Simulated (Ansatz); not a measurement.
# P: the cost of one run

Method: DFT PBE, scalar-relativistic, plane waves, PAW, in Ansatz 0.2.0.

### Step 1. Starting point

Symmetry: Immm, No. 71, orthorhombic system. The conventional cell has a = 3.436 Å, b = 5.821 Å, c = 9.743 Å, α = 90.00°, β = 90.00°, γ = 90.00°. P (site symmetry m2m) is surrounded by 3 P at 1.99 to 2.05 Å. P (site symmetry m) has 4 P at 2.05 to 2.11 Å as nearest neighbours.

Coordinates:

```
P
1.0
    -1.71809    2.91070    4.87127
     1.71809   -2.91070    4.87127
     1.71809    2.91070   -4.87127
P
6
Direct
  0.32903 0.00000 0.32903
  0.67097 0.00000 0.67097
  0.89157 0.21019 0.68138
  0.47119 0.78981 0.68138
  0.52881 0.21019 0.31862
  0.10843 0.78981 0.31862
```

A structure generator made this guess: 3-, 4-connected net of one element (Immm, No. 71). Its size is a rough estimate.

### Step 2. A first look at the guess

input.yaml reads:

```yaml
crystal:
  lattice:
    - [-1.71808745, 2.91070366, 4.87126903]
    - [1.71808745, -2.91070366, 4.87126903]
    - [1.71808745, 2.91070366, -4.87126903]
  atoms:
    - { symbol: P, position: [0.32903363, 0.0, 0.32903363] }
    - { symbol: P, position: [0.67096637, 0.0, 0.67096637] }
    - { symbol: P, position: [0.89157211, 0.21019186, 0.68138025] }
    - { symbol: P, position: [0.47118839, 0.78980814, 0.68138025] }
    - { symbol: P, position: [0.52881161, 0.21019186, 0.31861975] }
    - { symbol: P, position: [0.10842789, 0.78980814, 0.31861975] }
basis:
  ecutwfc: 420
kpoints:
  mp_grid: { grid: [6, 6, 6] }
hamiltonian:
  xc: pbe
scf:
  occupations: { method: gaussian, width: 0.1 }
  lower_state_search: "off"
output:
  forces: true
  stress: true
  eigenvalues: true
```

Started as:

```sh
> ansatz run input.yaml --threads 1 --pin off --max-ram 2560MiB --backend cpu --events-out ev --progress --plain --runs-dir out
```

Q: Estimate wall time and peak memory on 1 thread of Intel Xeon Platinum 8559C (Emerald Rapids), shared host.

About 3.6 s, with a peak of 0.44 GiB.
